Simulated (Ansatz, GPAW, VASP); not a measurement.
Ag: programs and potentials compared

```
Ag
1.0
     0.00000    2.04275    2.04275
     2.04275    0.00000    2.04275
     2.04275    2.04275    0.00000
Ag
1
Direct
  0.00000 0.00000 0.00000
```

Alike in all runs: task band structure; functional BLYP; k mesh 11 × 11 × 11; occupations fermi-dirac, width 0.05 eV; no spin polarisation; no spin-orbit coupling. Pressure is positive in compression and, in plane waves, holds the error of the finite cutoff, which Ansatz's Pulay term estimates and takes out.

```tsv
program and potentials	plane-wave cutoff (eV)	notes	pressure (GPa)
Ansatz, Ansatz PAW	420	potentials made for PBE, which Ansatz adapts in part; 19 valence electrons an atom on average; Pulay term of +0.06 GPa included	11.94
VASP, PBE PAW files Ag, 520 eV	520	potentials made for PBE; 11 valence electrons an atom on average	12.11
GPAW, PAW data sets generated for this functional	600	17 valence electrons an atom on average	?
Ansatz, all-electron LAPW, scalar-relativistic	-	-	11.97
```

**Question.** Estimate from the other rows what the run with GPAW, PAW data sets generated for this functional gave.

**Answer.** Pressure 11.95 GPa. The other rows, which needn't bracket it: pressure 11.94 to 12.11.
